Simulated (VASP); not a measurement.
Runs of VASP 6.6.1 on Pb. The structure is cubic, space group Fm-3m (No. 225). Conventional cell: a = 4.950 Å, b = 4.950 Å, c = 4.950 Å, α = 90.00°, β = 90.00°, γ = 90.00°. Pb (site symmetry m-3m) is surrounded by 12 Pb at 3.50 Å. 

```csv
level,gap on the mesh (eV),pressure (GPa),relaxed volume (Å³/atom)
optB86b-vdW,none,0.0,30.71
BEEF-vdW,none,0.0,33.02
vdW-DF,none,0.0,33.75
optPBE-vdW,none,0.0,(a)
rev-vdW-DF2,none,0.0,(b)
```

Alike in all rows: task relaxation of cell and atoms; potentials or basis VASP PAW PBE potentials, release 64 (Pb_d); no spin polarisation; cell relaxed; k mesh 9 × 9 × 9; cutoff (eV) 600; smearing fermi-dirac 0.05 eV.

Task: Fill in the values left out.

Result: (a) 32.21; (b) 30.95.

Caveats: the PAW data sets were made with another functional, which shifts forces and pressure a little; the volume moved by +11 % from the deposited cell, more than functionals usually miss (some runs).

A k mesh can miss the band edges, and the runs leave out spin-orbit coupling on Pb.

A gap of «none» marks a metal or a gap under the smearing width.
